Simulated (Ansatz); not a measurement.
**Band structure of ZrS$_{2}$**

```
Zr S
1.0
     3.68520    0.00000    0.00000
    -1.84260    3.19148    0.00000
     0.00000    0.00000    6.75584
Zr S
1 2
Cartesian
  0.0000 0.0000 0.0000
  0.0000 2.1277 1.4484
  1.8426 1.0638 5.3075
```

Atoms are numbered in the order listed.

Conventional cell: a = 3.685 Å, b = 3.685 Å, c = 6.756 Å, α = 90.00°, β = 90.00°, γ = 120.00°. Zr (atom 1) is surrounded by 6 S at 2.57 Å. S (atom 2) is surrounded by 3 Zr at 2.57 Å.

The cell was built from the CdI2 type and relaxed in the same program, and has space group P-3m1; it needn't be a known or the stable phase.

Theory: DFT, PBE, all-electron LAPW, scalar-relativistic (Ansatz 0.2.0).

Numerical set-up: a Γ-centred 12×12×7 k mesh, Fermi–Dirac smearing of 0.05 eV, basis error target 1 meV/atom, no spin polarisation.

Points in fractions of the reciprocal vectors of this cell: Γ (0, 0, 0), M (0.5, 0, 0), K (0.333, 0.333, 0), A (0, 0, 0.5), L (0.5, 0, 0.5), H (0.333, 0.333, 0.5). The path joins them by straight lines in the order Γ–M–K–Γ–A–L–H–A–L; legs that retrace an earlier one aren't tabulated. Energies are in eV from the top of the valence band.

Metal or insulator at this level of theory?

An insulator or semiconductor: gap 1.14 eV, indirect from Γ to L (0.5, 0, 0.5).

Tabulate bands 24 to 31, counted from the lowest band of the run, along the path.


| k (1/Å) | point | band 24 | band 25 | band 26 | band 27 | band 28 | band 29 | band 30 | band 31 |
| --- | --- | --- | --- | --- | --- | --- | --- | --- | --- |
| 0.00 | Γ | -2.61 | -2.61 | -0.40 | 0.00 | 0.00 | 1.69 | 1.69 | 2.50 |
| 0.25 |  | -2.83 | -2.52 | -0.90 | -0.38 | -0.20 | 1.77 | 2.16 | 2.69 |
| 0.49 |  | -2.96 | -2.35 | -2.26 | -0.85 | -0.32 | 1.56 | 2.82 | 3.14 |
| 0.74 |  | -2.84 | -2.32 | -2.31 | -0.98 | -0.98 | 1.34 | 3.22 | 3.53 |
| 0.98 | M | -2.61 | -2.36 | -2.20 | -1.29 | -0.96 | 1.24 | 3.36 | 3.64 |
| 1.13 |  | -2.77 | -2.22 | -2.17 | -1.27 | -1.25 | 1.48 | 3.33 | 3.56 |
| 1.27 |  | -2.98 | -2.16 | -2.04 | -1.79 | -1.27 | 1.91 | 3.29 | 3.37 |
| 1.41 |  | -3.12 | -2.61 | -1.89 | -1.86 | -1.36 | 2.26 | 3.20 | 3.28 |
| 1.55 | K | -3.15 | -3.09 | -1.80 | -1.80 | -1.45 | 2.36 | 3.22 | 3.22 |
| 1.84 |  | -3.08 | -2.42 | -2.04 | -1.97 | -1.04 | 2.26 | 2.89 | 3.46 |
| 2.12 |  | -3.01 | -2.70 | -1.97 | -1.48 | -0.39 | 2.07 | 2.47 | 3.45 |
| 2.41 |  | -2.88 | -2.50 | -1.05 | -0.57 | -0.17 | 2.01 | 2.01 | 2.79 |
| 2.69 | Γ | -2.61 | -2.61 | -0.40 | 0.00 | 0.00 | 1.69 | 1.69 | 2.50 |
| 2.81 |  | -2.61 | -2.61 | -0.51 | 0.00 | 0.00 | 1.69 | 1.69 | 2.56 |
| 2.92 |  | -2.61 | -2.61 | -0.78 | -0.01 | -0.01 | 1.69 | 1.69 | 2.66 |
| 3.04 |  | -2.60 | -2.60 | -1.04 | -0.02 | -0.02 | 1.68 | 1.68 | 2.74 |
| 3.15 | A | -2.60 | -2.60 | -1.16 | -0.02 | -0.02 | 1.68 | 1.68 | 2.77 |
| 3.40 |  | -2.93 | -2.51 | -0.91 | -0.75 | -0.39 | 1.75 | 2.16 | 3.01 |
| 3.65 |  | -2.91 | -2.36 | -2.12 | -0.84 | -0.52 | 1.51 | 2.84 | 3.34 |
| 3.89 |  | -2.98 | -2.34 | -2.07 | -0.94 | -0.87 | 1.25 | 3.23 | 3.51 |
| 4.14 | L | -2.77 | -2.38 | -2.16 | -0.95 | -0.91 | 1.14 | 3.36 | 3.64 |
| 4.28 |  | -2.87 | -2.28 | -2.14 | -1.20 | -0.98 | 1.36 | 3.33 | 3.56 |
| 4.42 |  | -3.04 | -2.15 | -2.10 | -1.71 | -1.10 | 1.80 | 3.30 | 3.34 |
| 4.56 |  | -3.15 | -2.59 | -1.90 | -1.80 | -1.35 | 2.22 | 3.10 | 3.24 |
| 4.71 | H | -3.19 | -3.01 | -1.73 | -1.73 | -1.59 | 2.40 | 3.09 | 3.09 |
| 4.99 |  | -3.19 | -2.35 | -2.01 | -1.84 | -1.05 | 2.28 | 2.67 | 3.48 |
| 5.28 |  | -2.98 | -2.50 | -1.86 | -1.50 | -0.52 | 2.16 | 2.30 | 3.56 |
| 5.56 |  | -2.99 | -2.50 | -1.03 | -0.69 | -0.57 | 1.98 | 2.03 | 3.10 |
| 5.84 | A | -2.60 | -2.60 | -1.16 | -0.02 | -0.02 | 1.68 | 1.68 | 2.77 |

Kohn–Sham gaps of semilocal functionals usually fall short of measured ones.
